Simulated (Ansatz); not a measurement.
## A strain series on Te (P3_121): uniaxial along z, other directions held

Te (P3_121) from a database structure, relaxed with r2SCAN+rVV10 in the plane-wave code Ansatz, then strained (uniaxial along z, other directions held; changes of length per length, axes as in the cell below) with the atoms relaxed again within the symmetry that is left. It is trigonal, P3_121 (No. 152); a = 4.471 Å, c = 5.949 Å in the conventional setting, 34.33 Å³ an atom. Te is surrounded by 2 Te at 2.85 Å. No spin polarisation and no zero-point or thermal motion.

```
Te
1.0
     4.47126    0.00000    0.00000
    -2.23563    3.87222    0.00000
     0.00000    0.00000    5.94875
Te
3
Direct
  0.26419 0.00000 0.33333
  0.00000 0.26419 0.66667
  0.73581 0.73581 0.00000
```

Gaps are the least over each mesh (r2SCAN 6×6×4, HSE06 6×6×4 when unstrained) and the special points, which keep their unstrained names.

```
strain (%)  gap, r2SCAN (eV)  gap, HSE06 (eV)           edges, HSE06
     -2.03             0.449            0.721  (1/3, 1/3, 0.473) → H
     -1.88             0.440            0.712  (1/3, 1/3, 0.473) → H
       0.0             0.329            0.602  (1/3, 1/3, 0.470) → H
```

Question: Estimate the row for a strain of -2.71 %.

Answer:
```
strain (%)  gap, r2SCAN (eV)  gap, HSE06 (eV)                       edges, HSE06
     -2.71             0.423            0.716  (0.286, 0.357, -1/2) → Γ–A (0.91)
```

No spin-orbit coupling is included; it can move band edges with weight on the heavy atoms by tenths of an eV.

Where an edge lies off the special points, it is a point of the mesh or the k point where a search put PBE's edge or least direct gap, reused for the other functionals, whose own edges may lie a little apart.

Coordinates of k points refer to the reciprocal vectors of the primitive cell of the runs.

The meshes of the hybrids are coarse, so their gaps aren't converged to the digits shown.
